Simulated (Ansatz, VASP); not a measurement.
**One calculation of SiC (Moissanite 3C), two programs**

File POSCAR:

```
SiC
1.0
    0.0000000000      2.1790000000      2.1790000000
    2.1790000000      0.0000000000      2.1790000000
    2.1790000000      2.1790000000      0.0000000000
Si C
1 1
Direct
    0.0000000000      0.0000000000      0.0000000000
    0.7500000000      0.7500000000      0.7500000000
```

The input INCAR.step1:

```
  ALGO = Normal
  EDIFF = 1E-5
  ENCUT = 520
  GGA = PE
  ISIF = 2
  ISMEAR = -1
  LASPH = T
  LCHARG = F
  LREAL = F
  LWAVE = T
  NELM = 60
  PREC = Accurate
  SIGMA = 0.05
```

The input INCAR.step2:

```
  AEXX = 0.2
  AGGAC = 0.81
  AGGAX = 0.72
  ALDAC = 0.19
  ALGO = Normal
  EDIFF = 1E-6
  ENCUT = 520
  GGA = B3
  ISIF = 2
  ISMEAR = -1
  ISTART = 1
  LASPH = T
  LCHARG = F
  LHFCALC = T
  LREAL = F
  LWAVE = F
  NELM = 60
  PREC = Accurate
  PRECFOCK = Normal
  SIGMA = 0.05
```

The input KPOINTS:

```
k-points
0
Gamma
  5 5 5
```

Contents of KPOINTS_OPT:

```
path GXWKGLUWLK,UX
12
line-mode
reciprocal
 0.0000000000  0.0000000000  0.0000000000  G
 0.5000000000  0.0000000000  0.5000000000  X

 0.5000000000  0.0000000000  0.5000000000  X
 0.5000000000  0.2500000000  0.7500000000  W

 0.5000000000  0.2500000000  0.7500000000  W
 0.3750000000  0.3750000000  0.7500000000  K

 0.3750000000  0.3750000000  0.7500000000  K
 0.0000000000  0.0000000000  0.0000000000  G

 0.0000000000  0.0000000000  0.0000000000  G
 0.5000000000  0.5000000000  0.5000000000  L

 0.5000000000  0.5000000000  0.5000000000  L
 0.6250000000  0.2500000000  0.6250000000  U

 0.6250000000  0.2500000000  0.6250000000  U
 0.5000000000  0.2500000000  0.7500000000  W

 0.5000000000  0.2500000000  0.7500000000  W
 0.5000000000  0.5000000000  0.5000000000  L

 0.5000000000  0.5000000000  0.5000000000  L
 0.3750000000  0.3750000000  0.7500000000  K

 0.6250000000  0.2500000000  0.6250000000  U
 0.5000000000  0.0000000000  0.5000000000  X
```

input.yaml

```yaml
crystal:
  lattice:
    - [0.0, 2.179, 2.179]
    - [2.179, 0.0, 2.179]
    - [2.179, 2.179, 0.0]
  atoms:
    - { symbol: Si, position: [0.0, 0.0, 0.0] }
    - { symbol: C, position: [0.75, 0.75, 0.75] }
hamiltonian:
  xc: b3lyp
  pseudopotentials: { kind: paw }
kpoints:
  mp_grid: { grid: [5, 5, 5] }
  band_path:
    path:
      - [[0.0, 0.0, 0.0], [0.5, 0.0, 0.5], [0.5, 0.25, 0.75], [0.375, 0.375, 0.75], [0.0, 0.0, 0.0], [0.5, 0.5, 0.5], [0.625, 0.25, 0.625], [0.5, 0.25, 0.75], [0.5, 0.5, 0.5], [0.375, 0.375, 0.75]]
      - [[0.625, 0.25, 0.625], [0.5, 0.0, 0.5]]
    npoints: 4
scf:
  occupations: { method: fermi_dirac, width: 0.05 }
  n_extra_bands: 6
output:
  forces: true
  stress: true
  eigenvalues: true
  fatbands: false
```

Alike in both runs: task band structure; functional B3LYP; k mesh 5 × 5 × 5; occupations fermi-dirac, width 0.05 eV; no spin polarisation.

```csv
,VASP,Ansatz
version,VASP 6.6.1,Ansatz 0.2.0
potentials or method,"VASP PAW PBE potentials, release 64 (Si, C)",Ansatz PAW
plane-wave cutoff (eV),520,420
valence electrons in the cell,8,8
```

|  | VASP | Ansatz | Ansatz less VASP |
| --- | --- | --- | --- |
| gap on the k mesh at the Fermi level (eV) | 3.51 | 3.47 | -0.034 |
| least direct gap on the mesh (eV) | 6.68 | 6.63 | -0.050 |
| pressure (GPa) | 3.0 | 2.7 | -0.32 |

Caveats: the k mesh is coarse (spacing up to 0.50 Å⁻¹), so the values aren't converged, least of all with exact exchange; an unscreened hybrid on a path of extra k points without a Coulomb cutoff has errors near the mesh points, so the bands along the path aren't reliable (VASP); the PAW data sets were made with another functional, which shifts forces and pressure a little (VASP); the pressure holds a Pulay correction of +0.3 GPa for the finite cutoff (Ansatz); the PAW data sets come from PBE, with cores solved anew for the run's functional, which leaves a small shift of forces and pressure (Ansatz); the thresholds are loose for stress (Ansatz).
